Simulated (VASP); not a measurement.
# RbBr (Fm-3m) in VASP: further runs

One crystal, RbBr, is run at these levels: LDA; tasks: single point.

Program: VASP 6.6.1. These are calculated values, not measurements. Logs are shortened: lines on timing, memory, paths and dates and some standing lists are left out, and cuts for length are marked.

**1. The crystal as given**

It takes space group Fm-3m (No. 225, cubic). The conventional cell has a = 6.854 Å, b = 6.854 Å, c = 6.854 Å, α = 90.00°, β = 90.00°, γ = 90.00°. Rb (site symmetry m-3m) is surrounded by 6 Br at 3.43 Å. Br (site symmetry m-3m) is surrounded by 6 Rb at 3.43 Å.

**2. Single point, LDA**

INCAR reads:

```
  ALGO = Normal
  EDIFF = 1E-7
  ENCUT = 520
  ISIF = 2
  ISMEAR = 0
  LASPH = True
  LCHARG = True
  LELF = True
  LREAL = False
  LVHAR = True
  LWAVE = False
  NELM = 60
  PREC = Accurate
  SIGMA = 0.02
```

KPOINTS reads:

```
k-points
0
Gamma
  7 7 7
```

POSCAR reads:

```
RbBr
4.8465
    0.000000000000      0.707108222429      0.707108222429
    0.707108222429      0.000000000000      0.707108222429
    0.707108222429      0.707108222429      0.000000000000
Rb Br
1 1
Direct
    0.0000000000      0.0000000000      0.0000000000
    0.5000000000      0.5000000000      0.5000000000
```

Potentials or basis: VASP PAW LDA potentials, release 64 (Rb_sv, Br).

On the command line:

```console
$ cat potpaw_LDA.64/Rb_sv/POTCAR potpaw_LDA.64/Br/POTCAR > POTCAR
$ mpirun -np 1 vasp_std > vasp.out
```

OUTCAR:

```text
EDIFF = 1E-7
   ENCUT = 520
   ISIF = 2
   ISMEAR = 0
   LASPH = True
   LREAL = False
   NELM = 60
   PREC = Accurate

 ion  position               nearest neighbor table
   1  0.000  0.000  0.000-   2 3.43   2 3.43   2 3.43   2 3.43   2 3.43   2 3.43
   2  0.500  0.500  0.500-   1 3.43   1 3.43   1 3.43   1 3.43   1 3.43   1 3.43

  LATTYP: Found a face centered cubic cell.
 ALAT       =     6.8540000000

  Lattice vectors:

 A1 = (   0.0000000000,   3.4270000000,   3.4270000000)
 A2 = (   3.4270000000,   0.0000000000,   3.4270000000)
 A3 = (   3.4270000000,   3.4270000000,   0.0000000000)

Analysis of symmetry for initial positions (statically):
=====================================================================
 Subroutine PRICEL returns:
 Original cell was already a primitive cell.

 Routine SETGRP: Setting up the symmetry group for a
 face centered cubic supercell.

 Subroutine GETGRP returns: Found 48 space group operations
 (whereof 48 operations were pure point group operations)
 out of a pool of 48 trial point group operations.

The static configuration has the point symmetry O_h .

Analysis of symmetry for dynamics (positions and initial velocities):
=====================================================================
 Subroutine PRICEL returns:
 Original cell was already a primitive cell.

 Routine SETGRP: Setting up the symmetry group for a
 face centered cubic supercell.

 Subroutine GETGRP returns: Found 48 space group operations
 (whereof 48 operations were pure point group operations)
 out of a pool of 48 trial point group operations.

The dynamic configuration has the point symmetry O_h .

 Subroutine INISYM returns: Found 48 space group operations
 (whereof 48 operations are pure point group operations),
 and found     1 'primitive' translations

----------------------------------------------------------------------------------------

                                     Primitive cell

  volume of cell :      80.4956

  direct lattice vectors                    reciprocal lattice vectors
     0.000000000  3.427000000  3.427000000    -0.145900204  0.145900204  0.145900204
     3.427000000  0.000000000  3.427000000     0.145900204 -0.145900204  0.145900204
     3.427000000  3.427000000  0.000000000     0.145900204  0.145900204 -0.145900204

  length of vectors
     4.846509878  4.846509878  4.846509878     0.252706567  0.252706567  0.252706567

  position of ions in fractional coordinates (direct lattice)
     0.000000000  0.000000000  0.000000000
[... 83 lines left out ...]
   PSTRESS=    0.0 pullay stress
   NELECT =      16.0000    total number of electrons
   NUPDOWN=      -1.0000    fix difference up-down
   EMIN   =  10.00;   EMAX   =-10.00  energy-range for DOS
   EFERMI =   0.00;   METHOD = LEGACY
   ISMEAR =     0;   SIGMA  =   0.02  broadening in eV -4-tet -1-fermi 0-gaus
   EFERMI_NEDOS =   21; number of points for ismear=-14 and -15
   IALGO  =     38    algorithm
   IMIX   =      4    mixing-type and parameters
     AMIX     =   0.40;   BMIX     =  1.00
     AMIX_MAG =   1.60;   BMIX_MAG =  1.00
  volume/ion in A,a.u.               =      40.25       271.61
  Fermi-wavevector in a.u.,A,eV,Ry     =   0.955412  1.805467 12.419564  0.912812
  Thomas-Fermi vector in A             =   2.084247
   LORBIT       =      0    0 simple, 1 ext, 2 COOP (PROOUT), +10 PAW based schemes
   GGA     = CA    functional components
   LHFCALC =     F    Hartree Fock is set to
   AEXX    =    0.0000 exact exchange contribution
   IVDW    =     0    specifies the selected vdW correction
   LEPSILON=     F    determine dielectric tensor
   LRPA    =     F    only Hartree local field effects (RPA)
 non-spin polarized calculation
 Gauss-broadening in eV      SIGMA  =   0.02
  energy-cutoff  :      520.00
  volume of cell :       80.50
 maximum number of plane-waves:      2186
   NGX = 17   NGY = 17   NGZ = 17

 number of electron      15.9999999 magnetization

 Free energy of the ion-electron system (eV)
  ---------------------------------------------------
  ext. energy  EPLUGINS =         0.00000000
  ---------------------------------------------------
  free energy    TOTEN  =        -6.69440033 eV

  energy without entropy =       -6.69440033  energy(sigma->0) =       -6.69440033

 E-fermi :  -1.8435     XC(G=0):  -7.7378

 val. band max:       -1.9554143959   @ k =   0.0000   0.0000   0.0000
 cond. band min:       2.0044622769   @ k =   0.0000   0.0000   0.0000
 fundamental gap:      3.9598766728
 Fermi energy:        -1.8435136736

 k-point     1 :       0.0000    0.0000    0.0000
  band No.  band energies     occupation
      1     -26.2258      2.00000
      2     -14.1657      2.00000
      3     -10.3684      2.00000
      4     -10.3684      2.00000
      5     -10.3684      2.00000
      6      -1.9554      2.00000
      7      -1.9554      2.00000
      8      -1.9554      2.00000
      9       2.0045      0.00000
     10       5.0726      0.00000
     11       5.0726      0.00000
     12       5.0726      0.00000
[... 271 lines left out ...]
 k-point    20 :      -0.2857    0.4286    0.1429
  band No.  band energies     occupation
      1     -26.2130      2.00000
      2     -14.1430      2.00000
      3     -10.5149      2.00000
      4     -10.4720      2.00000
      5     -10.3581      2.00000
      6      -2.5289      2.00000
      7      -2.3503      2.00000
      8      -2.2866      2.00000
      9       4.5259      0.00000
     10       5.2179      0.00000
     11       6.0740      0.00000
     12       6.4690      0.00000

------------------------ aborting loop because EDIFF is reached ----------------------------------------

  FORCE on cell =-STRESS in cart. coord.  units (eV):
  Direction    XX          YY          ZZ          XY          YZ          ZX
  --------------------------------------------------------------------------------------
  -------------------------------------------------------------------------------------
  Total       -0.5976153     -0.5976153     -0.5976153      0.0000000      0.0000000      0.0000000
  in kB      -11.8948783    -11.8948783    -11.8948783      0.0000000      0.0000000      0.0000000
  external PRESSURE =     -11.8948783 kB  Pullay stress =       0.0000000 kB

 VOLUME and BASIS-vectors are now :
 -----------------------------------------------------------------------------
  energy-cutoff  :      520.00
  volume of cell :       80.50
      direct lattice vectors                 reciprocal lattice vectors
     0.000000000  3.427000000  3.427000000    -0.145900204  0.145900204  0.145900204
     3.427000000  0.000000000  3.427000000     0.145900204 -0.145900204  0.145900204
     3.427000000  3.427000000  0.000000000     0.145900204  0.145900204 -0.145900204

 POSITION                                       TOTAL-FORCE (eV/Angst)
 -----------------------------------------------------------------------------------
      0.00000      0.00000      0.00000         0.000000     -0.000000      0.000000
      3.42700      3.42700      3.42700        -0.000000      0.000000     -0.000000
 -----------------------------------------------------------------------------------
    total drift:                                0.000000      0.000000      0.000000

  FREE ENERGIE OF THE ION-ELECTRON SYSTEM (eV)
  ---------------------------------------------------
  free  energy   TOTEN  =        -6.6944003350 eV

  energy  without entropy=       -6.6944003350  energy(sigma->0) =       -6.69440033
```

stdout:

```text
POSCAR found type information on POSCAR RbBr
 POSCAR found :  2 types and       2 ions
 scaLAPACK will be used
 LDA part: xc-table for (Slater(with rela. corr.)+CA(PZ))
 , standard interpolation
 POSCAR, INCAR and KPOINTS ok, starting setup
 FFT: planning ... GRIDC
 FFT: planning ... GRID_SOFT
 FFT: planning ... GRID
 WAVECAR not read
 entering main loop
```

It took 16 s on 1 thread of AMD EPYC 9R14 (Zen 4), shared host; peak memory 0.15 GiB.

What came out:

* Free energy: -6.6944 eV
* Pressure: -1.2 GPa
* Band gap on the k mesh: 3.96 eV, direct

A hybrid or GW would open this gap; LDA tends to underestimate it.

**3. Single point, LDA**

run.py reads:

```python
from ase.calculators.vasp import Vasp
from ase.dft.bandgap import bandgap
from ase.io import read

atoms = read('POSCAR')
calc = Vasp(
    directory='calc',
    xc='lda',
    pp='LDA',
    setups='recommended',
    prec='Accurate',
    encut=520,
    ediff=1e-06,
    ismear=0,
    sigma=0.02,
    lreal=False,
    lasph=True,
    nelm=60,
    algo='Normal',
    isif=2,
    lwave=False,
    lcharg=False,
    kpts=[7, 7, 7],
    gamma=True,
)
atoms.calc = calc

print('energy (eV):', atoms.get_potential_energy())
print('free energy (eV):', atoms.get_potential_energy(force_consistent=True))
print('forces (eV/A):')
print(atoms.get_forces())
print('stress (eV/A^3, Voigt):', atoms.get_stress())
print('Fermi level (eV):', calc.get_fermi_level())
gap, top, bottom = bandgap(calc)
print('band gap (eV):', gap, 'from (spin, k, band)', top, 'to', bottom)
```

POSCAR reads:

```
RbBr
1.0
    0.0000000000      3.4270000000      3.4270000000
    3.4270000000      0.0000000000      3.4270000000
    3.4270000000      3.4270000000      0.0000000000
Rb Br
1 1
Direct
    0.0000000000      0.0000000000      0.0000000000
    0.5000000000      0.5000000000      0.5000000000
```

Potentials or basis: VASP PAW LDA potentials, release 64 (Rb_sv, Br).

On the command line:

```console
$ python run.py
```

Wall time 16 s (1 thread of AMD EPYC 9R14 (Zen 4), shared host); peak memory 0.15 GiB.

The run converged. Its results:

```yaml
Free_energy: -6.6944 eV
Pressure: -1.2 GPa
Band_gap_on_the_k_mesh: 3.96 eV, direct
```

Levels at points of the mesh, in eV from the valence-band top:
| k point | band 4 | band 5 | band 6 | band 7 | band 8 | band 9 | band 10 | band 11 | band 12 |
| --- | --- | --- | --- | --- | --- | --- | --- | --- | --- |
| (0.00, 0.00, 0.00) | -8.41 | -8.41 | 0.00 | 0.00 | 0.00 | 3.96 | 7.03 | 7.03 | 7.03 |

**4. For comparison**

An earlier run on the cell as given: functional PBE; potentials or basis VASP PAW PBE potentials, release 64 (Rb_sv, Br); cutoff 520 eV; k mesh 7 × 7 × 7; occupations fermi-dirac, width 0.05 eV; no spin polarisation.

* Pressure: 1.0 GPa
* Band gap on the k mesh: 4.36 eV, direct
